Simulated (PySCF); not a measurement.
# Dipole moment and polarisability across levels of theory

Species: malononitrile, C3H2N2.
SMILES: `N#CCC#N`

PySCF, dipoles from the SCF density, polarisabilities from static response with core orbitals frozen. Isolated species at its PBE0-D3(BJ)/def2-SVP geometry, gas phase.

Question: How do dipole and polarisability depend on functional and basis here?

Answer: 

| level | μ (D) | error (%) | α (Å³) | error (%) | anisotropy (Å³) |
| --- | --- | --- | --- | --- | --- |
| LDA/def2-SVPD | 3.893 | +4.4 | 6.42 | +10.9 | 3.41 |
| PBE/def2-SVPD | 3.779 | +1.3 | 6.37 | +10.0 | 3.41 |
| B3LYP/def2-SVPD | 3.856 | +3.4 | 6.25 | +7.9 | 3.25 |
| PBE0/def2-SVPD | 3.864 | +3.6 | 6.18 | +6.7 | 3.23 |
| BHandHLYP/def2-SVPD | 3.950 | +5.9 | 6.07 | +4.9 | 3.11 |
| CAM-B3LYP/def2-SVPD | 3.913 | +4.9 | 6.17 | +6.6 | 3.15 |
| wB97X-D/def2-SVPD | 3.910 | +4.8 | 6.23 | +7.6 | 3.17 |
| LC-wPBE/def2-SVPD | 3.915 | +4.9 | 6.05 | +4.4 | 3.06 |
| HF/def2-SVPD | 4.081 | +9.4 | 5.95 | +2.8 | 2.99 |

Reference dipole: 3.730 D (measured, gas; NIST CCCBDB Release 22 (SRD 101), experimental dipoles). Reference polarisability: 5.790 Å³ (measured, gas; NIST CCCBDB Release 22 (SRD 101), experimental polarizabilities). The anisotropy is √(½[(α1 − α2)² + (α2 − α3)² + (α3 − α1)²]). For the dipole, the smallest error is 1.3% (PBE/def2-SVPD) and the largest 9.4% (HF/def2-SVPD). For the polarisability, the smallest error is 2.8% (HF/def2-SVPD) and the largest 10.9% (LDA/def2-SVPD). The dipole runs from 3.78 D (PBE/def2-SVPD) to 4.08 D (HF/def2-SVPD). In one basis (def2-SVPD) the functionals order the polarisability from HF (lowest) to LDA (highest), a spread of 8%. Measured values can belong to vibrating molecules and may average over conformers; the computed ones are for one fixed geometry.
